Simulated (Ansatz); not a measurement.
# In2O3: relaxing the atoms, part 3 of 3

Aim: for In2O3, 5 runs in a chain (relaxing the atoms).

Ansatz 0.2.0; DFT LDA, scalar-relativistic, plane waves, PAW.

### 5 Relaxing the atoms

Contents of input.yaml:

```yaml
crystal:
  lattice:
    - [-4.805575, 4.805575, 4.805575]
    - [4.805575, -4.805575, 4.805575]
    - [4.805575, 4.805575, -4.805575]
  atoms:
    - { symbol: In, position: [0.5, 0.5, 0.5] }
    - { symbol: In, position: [0.5, 0.0, 0.0] }
    - { symbol: In, position: [0.0, 0.5, 0.0] }
    - { symbol: In, position: [0.0, 0.0, 0.5] }
    - { symbol: In, position: [0.25, 0.7163, 0.4663] }
    - { symbol: In, position: [0.75, 0.7837, 0.0337] }
    - { symbol: In, position: [0.4663, 0.25, 0.7163] }
    - { symbol: In, position: [0.0337, 0.75, 0.7837] }
    - { symbol: In, position: [0.7163, 0.4663, 0.25] }
    - { symbol: In, position: [0.7837, 0.0337, 0.75] }
    - { symbol: In, position: [0.75, 0.2837, 0.5337] }
    - { symbol: In, position: [0.25, 0.2163, 0.9663] }
    - { symbol: In, position: [0.5337, 0.75, 0.2837] }
    - { symbol: In, position: [0.9663, 0.25, 0.2163] }
    - { symbol: In, position: [0.2837, 0.5337, 0.75] }
    - { symbol: In, position: [0.2163, 0.9663, 0.25] }
    - { symbol: O, position: [0.5354, 0.7708, 0.547] }
    - { symbol: O, position: [0.7238, 0.9884, 0.953] }
    - { symbol: O, position: [0.9646, 0.5116, 0.2354] }
    - { symbol: O, position: [0.7762, 0.7292, 0.2646] }
    - { symbol: O, position: [0.547, 0.5354, 0.7708] }
    - { symbol: O, position: [0.953, 0.7238, 0.9884] }
    - { symbol: O, position: [0.2354, 0.9646, 0.5116] }
    - { symbol: O, position: [0.2646, 0.7762, 0.7292] }
    - { symbol: O, position: [0.7708, 0.547, 0.5354] }
    - { symbol: O, position: [0.9884, 0.953, 0.7238] }
    - { symbol: O, position: [0.5116, 0.2354, 0.9646] }
    - { symbol: O, position: [0.7292, 0.2646, 0.7762] }
    - { symbol: O, position: [0.4646, 0.2292, 0.453] }
    - { symbol: O, position: [0.2762, 0.0116, 0.047] }
    - { symbol: O, position: [0.0354, 0.4884, 0.7646] }
    - { symbol: O, position: [0.2238, 0.2708, 0.7354] }
    - { symbol: O, position: [0.453, 0.4646, 0.2292] }
    - { symbol: O, position: [0.047, 0.2762, 0.0116] }
    - { symbol: O, position: [0.7646, 0.0354, 0.4884] }
    - { symbol: O, position: [0.7354, 0.2238, 0.2708] }
    - { symbol: O, position: [0.2292, 0.453, 0.4646] }
    - { symbol: O, position: [0.0116, 0.047, 0.2762] }
    - { symbol: O, position: [0.4884, 0.7646, 0.0354] }
    - { symbol: O, position: [0.2708, 0.7354, 0.2238] }
scf:
  occupations: { method: fixed }
output:
  forces: true
  stress: true
  write_density: true
  write_potential: true
  elf: true
  volumetric_format: npy
hamiltonian:
  xc: lda
kpoints:
  mp_grid: { grid: [2, 2, 2] }
relax:
  f_tol: 0.01
```

Started as:

```console
> ansatz run input.yaml --threads 8 --pin off --max-ram 18432MiB --backend cpu --events-out ev --progress --plain --runs-dir out
```

Log:

```text
Warning: output.stress: scf.convergence.dr2_threshold = 1e-7 eV (the SCF's general default) is looser than the 4e-9 eV advised for a printed stress (1e-10 eV for each atom of the cell: 40). What an SCF threshold leaves in a stress goes as its square root, and in the free energy as the threshold itself, and one threshold admits the most on a small cell: of the crystals measured, under no hybrid functional and no lock of the moments, on runs that ended without the residual-converged pass, on stresses that held no estimate of that error, the worst erred by over 100 MPa in a component at 1e-7 eV an atom and by under 5 at 1e-10. Every solve of this run answers to scf.convergence.dr2_threshold, and the tensor of one is reported: a single SCF on the reported geometry and on this run's grids (its basis.xc_grid and basis.ecutrho_ratio typed), with scf.convergence.dr2_threshold at 4e-9 eV or tighter, prints it and tightens no other solve. Else set scf.convergence.dr2_threshold to 4e-9 eV or tighter. The threshold is an SCF's pass mark: one that does not reach it within its budget of iterations ends unconverged, or closes short of it on a stop that the run arms, and scf.convergence.dr2_threshold's page says what that costs each kind of run
Warning: RAYON_NUM_THREADS=8 ignored (pool sized by the plan → 8); use --threads N
[... 7 set-up lines as earlier in the session ...]
Crystal: 40 atoms, lattice volume = 443.911 Å³
Basis set: ecut = 420 eV, 8589 PW (Γ)
Bands: 216, of which v1, the nominal top of the filled ones, is band 176 counted from 1 (175 counted from 0)
[... 1 set-up line as earlier in the session ...]
Space group: Ia-3 (ITA 206), of the structure as read, at distance tolerance 7.6e-5 Å
k-points: 3 of 8
[... 10 set-up lines as earlier in the session ...]
SCF iter   1: F=—  HF=-100640.790621 eV  |F-HF|=—  |Δ(HF+E_count)|=         —  Δρ=2.02e-2  dr2=1.41e0  ethr=1.77e-3  ⟨swp⟩=5.0  Hψ=2125  notcnv=0  defer=107
preconditioner: auto → Resta (q_TF=auto, 2.625 Å⁻¹)  ε∞=4.8  [insulator: Δε(μ)=1.744 eV  Ē_g=17.061 eV  n_scr=140 (ndim 8)  ℏωp=33.1 eV  f_vac=0.027  ε∞_Penn≈4.8]
SCF iter   2: F=—  HF=-100640.367276 eV  |F-HF|=—  |Δ(HF+E_count)|=   4.23e-1  Δρ=5.33e-3  dr2=6.55e-2  ethr=4.02e-4  ⟨swp⟩=2.3  Hψ=893  notcnv=0  defer=107
SCF iter   3: F=—  HF=-100640.347035 eV  |F-HF|=—  |Δ(HF+E_count)|=   2.02e-2  Δρ=1.93e-3  dr2=1.00e-2  ethr=1.86e-5  ⟨swp⟩=2.0  Hψ=1011  notcnv=0  defer=113
SCF iter   4: F=—  HF=-100640.343968 eV  |F-HF|=—  |Δ(HF+E_count)|=   3.07e-3  Δρ=5.01e-4  dr2=7.57e-4  ethr=2.85e-6  ⟨swp⟩=2.3  Hψ=881  notcnv=0  defer=113
SCF iter   5: F=—  HF=-100640.344319 eV  |F-HF|=—  |Δ(HF+E_count)|=   3.51e-4  Δρ=1.00e-4  dr2=3.59e-5  ethr=2.15e-7  ⟨swp⟩=3.0  Hψ=1099  notcnv=0  defer=100
SCF iter   6: F=-100640.344321 eV  HF=-100640.344322 eV  |F-HF|=1.06e-6  |Δ(HF+E_count)|=   3.15e-6  Δρ=2.25e-5  dr2=1.65e-6  ethr=7.10e-10  ⟨swp⟩=7.3  Hψ=4628  notcnv=0
SCF 1 converged in 6 iterations: F = -100640.344321 eV  dr2 = 1.65e-6
relax step   1: F+E_penalty+E_count = -100640.34432131 eV  Δ(F+E_penalty+E_count) = +0.000e0 eV  max|allowed force component| = 4.158e-1 eV/Å  Δτ_max = 0.0000 Å  (6 SCF iters, dr2 threshold 2.50e-6 eV, accepted)
[... 10 lines left out ...]
relax step   2: F+E_penalty+E_count = -100640.46286948 eV  Δ(F+E_penalty+E_count) = -1.185e-1 eV  max|allowed force component| = 5.406e-2 eV/Å  Δτ_max = 0.0209 Å  (5 SCF iters, dr2 threshold 1.08e-5 eV, accepted)
[... 7 lines left out ...]
relax step   3: F+E_penalty+E_count = -100640.46698373 eV  Δ(F+E_penalty+E_count) = -4.114e-3 eV  max|allowed force component| = 3.415e-2 eV/Å  Δτ_max = 0.0033 Å  (5 SCF iters, dr2 threshold 1.83e-7 eV, accepted)
[... 7 lines left out ...]
relax step   4: F+E_penalty+E_count = -100640.46852805 eV  Δ(F+E_penalty+E_count) = -1.544e-3 eV  max|allowed force component| = 1.788e-2 eV/Å  Δτ_max = 0.0045 Å  (5 SCF iters, accepted)
[... 6 lines left out ...]
relax step   5: F+E_penalty+E_count = -100640.46865380 eV  Δ(F+E_penalty+E_count) = -1.258e-4 eV  max|allowed force component| = 1.447e-3 eV/Å  Δτ_max = 0.0013 Å  (4 SCF iters, accepted)
NSCF: frozen V_eff on 3 k-points
the band table was solved once a step of the walk had ended and its energy, with any forces and stress, was formed, with the checks that follow a solve (2713 applications of the Hamiltonian). They found nothing against the state; the energy, forces and stress were not computed again (output.eigenvalues in the input reference)
SCF converged after 4 iterations
Free energy (F): -100640.468654 eV
Harris-Foulkes:  -100640.468654 eV  (|F-HF|=3.51e-8)
Internal energy: -100640.468654 eV  (E = F + TS)
E sigma→0 (E₀):  -100640.468654 eV
Fermi energy:    11.016398 eV
--- Per-component energies (eV) ---
  E_band       = 746.697204
  E_kinetic    = 8266.739270
  E_local      = -22248.542651  (includes V_loc(G=0)·N_el)
  E_nonlocal   = 7219.488218
  E_hartree    = 8652.857764
  E_xc         = -5173.465275
  E_vxc        = -3882.734527  (∫ρ·V_xc dr)
  E_paw        = -67901.511429  (= ΣΔE_a)
  E_vpaw       = -5914.020395  (= ΣTr[D̂ρ^β])
  E_aug_tail   = 0.061355  (compensation charges beyond the density's cutoff)
  E_ewald      = -29462.974605
  E_core_change = 6.878698  (= ΣΔE_core)
  E_smearing   = -0.000000  (= −TS)
  E_closure    = 0.000000  (closes the sum)
  Σ components = -100640.468654   (vs F -100640.468654, Δ=0.00e0)
--- Forces (eV/Å), atoms counted from 1 ---
  atom   1  In     0.00000000    -0.00000000     0.00000000
  atom   2  In     0.00000000    -0.00000000    -0.00000000
  atom   3  In     0.00000000    -0.00000000     0.00000000
  atom   4  In     0.00000000    -0.00000000     0.00000000
  atom   5  In     0.00051423     0.00000000     0.00000000
  atom   6  In    -0.00051423    -0.00000000     0.00000000
  atom   7  In     0.00000000     0.00051423     0.00000000
  atom   8  In    -0.00000000    -0.00051423     0.00000000
  atom   9  In    -0.00000000     0.00000000     0.00051423
  atom  10  In     0.00000000     0.00000000    -0.00051423
  atom  11  In    -0.00051423    -0.00000000     0.00000000
  atom  12  In     0.00051423    -0.00000000    -0.00000000
  atom  13  In    -0.00000000    -0.00051423    -0.00000000
  atom  14  In     0.00000000     0.00051423    -0.00000000
  atom  15  In     0.00000000     0.00000000    -0.00051423
  atom  16  In    -0.00000000    -0.00000000     0.00051423
  atom  17  O      0.00060808     0.00144687    -0.00030380
  atom  18  O     -0.00060808    -0.00144687    -0.00030380
  atom  19  O      0.00060808    -0.00144687     0.00030380
  atom  20  O     -0.00060808     0.00144687     0.00030380
  atom  21  O     -0.00030380     0.00060808     0.00144687
  atom  22  O     -0.00030380    -0.00060808    -0.00144687
  atom  23  O      0.00030380     0.00060808    -0.00144687
  atom  24  O      0.00030380    -0.00060808     0.00144687
  atom  25  O      0.00144687    -0.00030380     0.00060808
  atom  26  O     -0.00144687    -0.00030380    -0.00060808
  atom  27  O     -0.00144687     0.00030380     0.00060808
  atom  28  O      0.00144687     0.00030380    -0.00060808
  atom  29  O     -0.00060808    -0.00144687     0.00030380
  atom  30  O      0.00060808     0.00144687     0.00030380
  atom  31  O     -0.00060808     0.00144687    -0.00030380
  atom  32  O      0.00060808    -0.00144687    -0.00030380
  atom  33  O      0.00030380    -0.00060808    -0.00144687
  atom  34  O      0.00030380     0.00060808     0.00144687
  atom  35  O     -0.00030380    -0.00060808     0.00144687
  atom  36  O     -0.00030380     0.00060808    -0.00144687
  atom  37  O     -0.00144687     0.00030380    -0.00060808
  atom  38  O      0.00144687     0.00030380     0.00060808
  atom  39  O      0.00144687    -0.00030380    -0.00060808
  atom  40  O     -0.00144687    -0.00030380     0.00060808
  max |Σ_I F_I| component: 4.72e-18 eV/Å
--- Stress (GPa, compression-positive) ---
       32.873630      -0.000000      -0.000000
       -0.000000      32.873630       0.000000
        0.000000       0.000000      32.873630
  P = ⅓ Tr σ = 32.8736 GPa (328.736 kbar)
--- Band table (eV) ---
  k-point 0: bands = ["-7.8179", "-6.9501", "-6.9501", "-6.8464", "-6.8464", "-6.8464", "-6.7647", "-6.7647", "-6.7647", "-6.7097", "-6.7097", "-6.7097", "-6.4602", "-6.4602", "-6.4251", "-6.4251", "-6.4251", "-6.2868", "-6.2868", "-6.2868", "-6.1918", "-6.1918", "-6.1918", "-6.0156", "-1.6055", "-1.6055", "-1.6055", "-1.4752", "-1.4752", "-1.4752", "-1.4623", "-1.4623", "-1.4518", "-1.3354", "-1.3354", "-1.3354", "-1.2966", "-1.2812", "-1.2812", "-1.2725", "-1.2725", "-1.2725", "-1.2452", "-1.2452", "-1.2452", "-1.2449", "-1.2339", "-1.2339", "-1.1800", "-1.1800", "-1.1800", "-1.1596", "-1.1596", "-1.1596", "-1.1010", "-1.1010", "-1.1010", "-1.0359", "-1.0359", "-0.9890", "-0.9890", "-0.9890", "-0.9760", "-0.9718", "-0.9563", "-0.9563", "-0.9563", "-0.8898", "-0.8898", "-0.8797", "-0.8797", "-0.8797", "-0.8222", "-0.8222", "-0.8222", "-0.7408", "-0.7408", "-0.7408", "-0.6900", "-0.6900", "-0.6900", "-0.6575", "-0.6575", "-0.6558", "-0.5924", "-0.5924", "-0.5924", "-0.5707", "-0.5366", "-0.5366", "-0.5366", "-0.4668", "-0.4668", "-0.4241", "-0.4241", "-0.4241", "0.2951", "0.2951", "0.2951", "0.4488", "0.4488", "0.9323", "0.9323", "0.9323", "4.8691", "4.9642", "4.9642", "5.4347", "5.4347", "5.7170", "5.7170", "5.7170", "5.8359", "5.8359", "5.8359", "6.1327", "6.1327", "6.1327", "6.3820", "6.4133", "6.4133", "6.4133", "6.9340", "6.9340", "6.9340", "7.2086", "7.2668", "7.2668", "7.2668", "7.3770", "7.3770", "7.3770", "8.0860", "8.3815", "8.3815", "8.3953", "8.3953", "8.3953", "8.7278", "8.7278", "8.7278", "8.7592", "8.7635", "8.7635", "8.7635", "9.0041", "9.0041", "9.0041", "9.0518", "9.0518", "9.1544", "9.1544", "9.1544", "9.5737", "9.5737", "9.9173", "9.9173", "9.9173", "10.1446", "10.1446", "10.1446", "10.4277", "10.4277", "10.4277", "10.5799", "10.5799", "10.5799", "10.6635", "10.6635", "10.6976", "10.6976", "10.6976", "10.7130", "11.0164", "11.0164", "11.0164", "12.9811", "17.3509", "17.4036", "17.4036", "17.4036", "17.5900", "17.5900", "17.5900", "17.8518", "17.8518", "17.9343", "17.9343", "17.9343", "18.0776", "18.0776", "18.0776", "18.3034", "18.3408", "18.3408", "18.5251", "19.1707", "19.1707", "19.1707", "19.6945", "19.6945", "19.6945", "20.5668", "20.5668", "20.5668", "21.0237", "21.2343", "21.2343", "21.5028", "21.5028", "22.2392", "22.2392", "22.2392", "22.2452", "22.2452", "22.2452"]
[... 2 lines left out ...]
--- Relaxed structure (5 steps of the walk, 5 accepted, 0 SCFs on fresh bases) ---
  F+E_penalty+E_count = -100640.46865380 eV   max|allowed force component| = 1.447e-3 eV/Å
  atoms:
    - { symbol: In, position: [0.5, 0.5, 0.5] }
    - { symbol: In, position: [0.5, 0.0, 0.0] }
    - { symbol: In, position: [0.0, 0.5, 0.0] }
    - { symbol: In, position: [0.0, 0.0, 0.5] }
    - { symbol: In, position: [0.25000000000000006, 0.7149102306575097, 0.4649102306575096] }
    - { symbol: In, position: [0.7499999999999999, 0.7850897693424903, 0.035089769342490466] }
    - { symbol: In, position: [0.4649102306575096, 0.25000000000000006, 0.7149102306575097] }
    - { symbol: In, position: [0.03508976934249044, 0.7499999999999999, 0.7850897693424903] }
    - { symbol: In, position: [0.7149102306575097, 0.4649102306575096, 0.25000000000000006] }
    - { symbol: In, position: [0.7850897693424903, 0.03508976934249044, 0.7499999999999999] }
    - { symbol: In, position: [0.75, 0.28508976934249053, 0.5350897693424904] }
    - { symbol: In, position: [0.25000000000000006, 0.21491023065750953, 0.9649102306575097] }
    - { symbol: In, position: [0.5350897693424904, 0.7499999999999999, 0.2850897693424905] }
    - { symbol: In, position: [0.9649102306575097, 0.25000000000000006, 0.21491023065750953] }
    - { symbol: In, position: [0.2850897693424905, 0.5350897693424904, 0.7499999999999999] }
    - { symbol: In, position: [0.21491023065750953, 0.9649102306575097, 0.25000000000000006] }
    - { symbol: O, position: [0.5359126828475543, 0.7736347453699111, 0.5496013457152269] }
    - { symbol: O, position: [0.7240333996546842, 0.9863113371323274, 0.9503986542847731] }
    - { symbol: O, position: [0.9640873171524456, 0.5136886628676726, 0.23772206252235678] }
    - { symbol: O, position: [0.7759666003453156, 0.7263652546300887, 0.2622779374776433] }
    - { symbol: O, position: [0.5496013457152269, 0.5359126828475544, 0.7736347453699112] }
    - { symbol: O, position: [0.9503986542847731, 0.7240333996546844, 0.9863113371323275] }
    - { symbol: O, position: [0.23772206252235667, 0.9640873171524456, 0.5136886628676726] }
    - { symbol: O, position: [0.26227793747764333, 0.7759666003453157, 0.7263652546300888] }
    - { symbol: O, position: [0.7736347453699113, 0.5496013457152269, 0.5359126828475544] }
    - { symbol: O, position: [0.9863113371323275, 0.9503986542847731, 0.7240333996546844] }
    - { symbol: O, position: [0.5136886628676725, 0.23772206252235678, 0.9640873171524456] }
    - { symbol: O, position: [0.7263652546300888, 0.2622779374776432, 0.7759666003453157] }
    - { symbol: O, position: [0.46408731715244567, 0.22636525463008894, 0.4503986542847731] }
    - { symbol: O, position: [0.2759666003453157, 0.013688662867672466, 0.04960134571522688] }
    - { symbol: O, position: [0.03591268284755436, 0.48631133713232755, 0.7622779374776433] }
    - { symbol: O, position: [0.22403339965468427, 0.273634745369911, 0.7377220625223568] }
    - { symbol: O, position: [0.4503986542847731, 0.46408731715244567, 0.22636525463008894] }
    - { symbol: O, position: [0.04960134571522691, 0.2759666003453157, 0.013688662867672494] }
    - { symbol: O, position: [0.7622779374776433, 0.03591268284755436, 0.48631133713232755] }
    - { symbol: O, position: [0.7377220625223568, 0.2240333996546843, 0.27363474536991106] }
    - { symbol: O, position: [0.22636525463008894, 0.4503986542847731, 0.46408731715244567] }
    - { symbol: O, position: [0.013688662867672494, 0.049601345715226855, 0.2759666003453157] }
    - { symbol: O, position: [0.48631133713232744, 0.7622779374776432, 0.03591268284755436] }
    - { symbol: O, position: [0.2736347453699111, 0.7377220625223568, 0.22403339965468427] }
```

It took 11 s on 8 threads of Intel Xeon Platinum 8488C (Sapphire Rapids), shared host; peak memory 1.8 GiB.

Relaxation path:

| step | energy from step 1 (eV/cell) | largest force component (eV/Å) |
| --- | --- | --- |
| 1 | 0.0000 | 0.4158 |
| 2 | -0.1185 | 0.0541 |
| 3 | -0.1227 | 0.0341 |
| 4 | -0.1242 | 0.0179 |
| 5 | -0.1243 | 0.0014 |

Step 1 is the start.

Density in a lattice plane of the grid's cell (edges 8.32 and 8.32 Å, at 0.238 of the third edge), which holds In and O.

Ten even steps from ' ' (0.03 e/Å³) to '@' (11.78 e/Å³):
```
--::..  ..==%%++..    --**==..                ..
          ::::..      ..::..                    
                                    ..          
          ....        ....      ..==--..        
        ::==--..    --**++::  ..--++--..        
      ..--==::    ::**@@**..    ..::..          
        ....      ..====..                      
                                    ..          
                                ..====::        
                    ..--==..    --**++::        
                    --**++..    ::::..          
                    ::--..                      
                                  ..::..        
..                                --++--      ..
++::                            ..====::    --**
**..                              ....    ..**@@
..                                        ..--==
                                                
..::..      ::::..        ..                    
==++::    --####::    ..====::                ..
```
Columns run along the first of these edges and rows up along the second, over one cell in 24 and 20 even steps from the bottom left corner. Atoms in the plane (fractional): In at (0.46, 0.71), In at (0.96, 0.21), O at (0.51, 0.96), O at (0.46, 0.45), O at (0.74, 0.27).

ELF in the same plane.

Values, 12 rows by 12 columns:
```
0.80 0.48 0.22 0.07 0.20 0.70 0.68 0.70 0.05 0.25 0.09 0.40
0.15 0.06 0.17 0.33 0.14 0.16 0.16 0.11 0.73 0.82 0.39 0.10
0.02 0.33 0.80 0.75 0.24 0.11 0.02 0.20 0.75 0.70 0.37 0.04
0.03 0.55 0.81 0.78 0.18 0.02 0.10 0.18 0.73 0.37 0.09 0.05
0.03 0.21 0.38 0.16 0.14 0.18 0.31 0.17 0.19 0.15 0.20 0.08
0.02 0.03 0.03 0.02 0.15 0.80 0.71 0.42 0.10 0.02 0.21 0.05
0.05 0.07 0.05 0.02 0.42 0.77 0.78 0.25 0.22 0.18 0.29 0.08
0.21 0.11 0.06 0.02 0.24 0.60 0.37 0.06 0.56 0.77 0.80 0.15
0.02 0.20 0.04 0.01 0.03 0.03 0.02 0.18 0.81 0.58 0.45 0.11
0.10 0.14 0.07 0.05 0.07 0.05 0.03 0.09 0.46 0.49 0.18 0.03
0.42 0.76 0.23 0.22 0.22 0.10 0.41 0.42 0.09 0.04 0.14 0.18
0.71 0.78 0.18 0.00 0.11 0.39 0.67 0.81 0.27 0.02 0.04 0.45
```
Columns run along the first of these edges and rows up along the second, over one cell in 12 and 12 even steps from the bottom left corner. Atoms in the plane (fractional): In at (0.46, 0.71), In at (0.96, 0.21), O at (0.51, 0.96), O at (0.46, 0.45), O at (0.74, 0.27).

Both are smooth fields of the valence electrons: close to the nuclei they are not physical.

Maxima of ELF outside the ion cores: 0.84 in the shell around O, 0.6 Å from O.

### 6 Relaxing the atoms

Edit input.yaml of step 5 so:

```diff
@@ -2,5 +2,5 @@
   lattice:
-    - [-4.805575, 4.805575, 4.805575]
-    - [4.805575, -4.805575, 4.805575]
-    - [4.805575, 4.805575, -4.805575]
+    - [-4.75499, 4.75499, 4.75499]
+    - [4.75499, -4.75499, 4.75499]
+    - [4.75499, 4.75499, -4.75499]
   atoms:
@@ -51,6 +51,2 @@
   stress: true
-  write_density: true
-  write_potential: true
-  elf: true
-  volumetric_format: npy
 hamiltonian:
```

Started as:

```console
> ansatz run input.yaml --threads 8 --pin off --max-ram 18432MiB --backend cpu --events-out ev --progress --plain --runs-dir out
```

Log, shortened:

```text
Warning: output.stress: scf.convergence.dr2_threshold = 1e-7 eV (the SCF's general default) is looser than the 4e-9 eV advised for a printed stress (1e-10 eV for each atom of the cell: 40). What an SCF threshold leaves in a stress goes as its square root, and in the free energy as the [...]
Warning: RAYON_NUM_THREADS=8 ignored (pool sized by the plan → 8); use --threads N
[...]
[... 3 set-up lines as earlier in the session ...]
[...]
    - { symbol: O, position: [0.44885509024305703, 0.46357515785302217, 0.22576531425609925] }
    - { symbol: O, position: [0.05114490975694301, 0.27691022401304227, 0.014720067609965234] }
    - { symbol: O, position: [0.7621901564030772, 0.03642484214697783, 0.485279932390035] }
    - { symbol: O, position: [0.7378098435969231, 0.22308977598695778, 0.27423468574390086] }
    - { symbol: O, position: [0.22576531425609925, 0.44885509024305703, 0.46357515785302217] }
    - { symbol: O, position: [0.01472006760996522, 0.05114490975694305, 0.27691022401304227] }
    - { symbol: O, position: [0.485279932390035, 0.7621901564030772, 0.03642484214697783] }
    - { symbol: O, position: [0.2742346857439008, 0.7378098435969231, 0.22308977598695778] }
```

Run time: 7.6 s. Hardware: 8 threads of Intel Xeon Platinum 8488C (Sapphire Rapids), shared host; peak memory 1.5 GiB.

Relaxation path:

| step | energy from step 1 (eV/cell) | largest force component (eV/Å) |
| --- | --- | --- |
| 1 | 0.0000 | 0.5308 |
| 2 | -0.1822 | 0.1054 |
| 3 | -0.1946 | 0.0547 |
| 4 | -0.1973 | 0.0124 |
| 5 | -0.1974 | 0.0097 |

Step 1 is the start.

### 7 Summary of results

This closing draws on all 3 parts.

```
step  volume (Å³/atom)  pressure (GPa)  energy above the lowest (meV/atom)  gap on the mesh (eV)   time
   2             12.75            -0.3                                 0.0                  1.16   11 s
   3             12.18             8.5                                14.3                   n/a  5.2 s
   4             11.63            19.5                                61.4                   n/a  4.7 s
   5             11.10            32.9                               147.8                  1.96   11 s
   6             10.75            43.4                               229.9                   n/a  7.6 s
```

In words: Spin polarisation is off in the runs that give these values; a magnetic solution could lie lower.

These are semilocal Kohn-Sham gaps, which aren't the measured quantity. Such gaps usually fall short of the measured ones.
